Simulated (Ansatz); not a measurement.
LaAlO3 (cubic perovskite)

```yaml
crystal:
  lattice:
    - [3.77165, 0.00000, 0.00000]
    - [0.00000, 3.77165, 0.00000]
    - [0.00000, 0.00000, 3.77165]
  atoms:
    - { symbol: La, position: [0.50000, 0.50000, 0.50000] }
    - { symbol: Al, position: [0.00000, 0.00000, 0.00000] }
    - { symbol: O, position: [0.00000, 0.50000, 0.00000] }
    - { symbol: O, position: [0.50000, 0.00000, 0.00000] }
    - { symbol: O, position: [0.00000, 0.00000, 0.50000] }
```

In each cell atom 3 (O, nearest neighbour Al at 1.886 Å; its periodic images, 3.8 Å or more away, move with it) moves by s·(0.000, -1.000, 0.000) (towards the nearest neighbour), the rest being held.

Level of theory: PBEsol (plane waves to 420 eV, PAW, scalar-relativistic; Ansatz, a program for electronic structure). k mesh 7×7×7 (Γ-centred), Fermi-Dirac smearing 0.05 eV. E stands for the smeared free energy. LaAlO3 is run without spin polarisation. LaAlO3 was relaxed with its symmetry unable to fall. This is a high-temperature form of LaAlO3. The zero of ΔE is the undisplaced structure.

```csv
s (Å),ΔE (meV/cell)
-0.380,2056
-0.304,1188
-0.228,withheld
-0.152,258
-0.076,62
0.000,0
0.076,62
0.152,258
0.228,withheld
0.304,1188
0.380,2056
```

Q: Fit an even polynomial form (powers 2, 4) to the given rows and predict ΔE at s = -0.228.

A: Least squares on the 9 given rows: ΔE = (10450)·s² + (26200)·s⁴, in meV/cell with s in Å; root-mean-square residual 1.5 meV/cell. At -0.228 the fit gives 614 meV/cell; the calculation gives 616 meV/cell, so the interpolation is off by -2 (-0.3 %). The quadratic term alone would give 543 meV/cell.

(For displaced atoms, the force is minus the slope of the energy, and its curvature is a force constant, which sets phonon frequencies.)
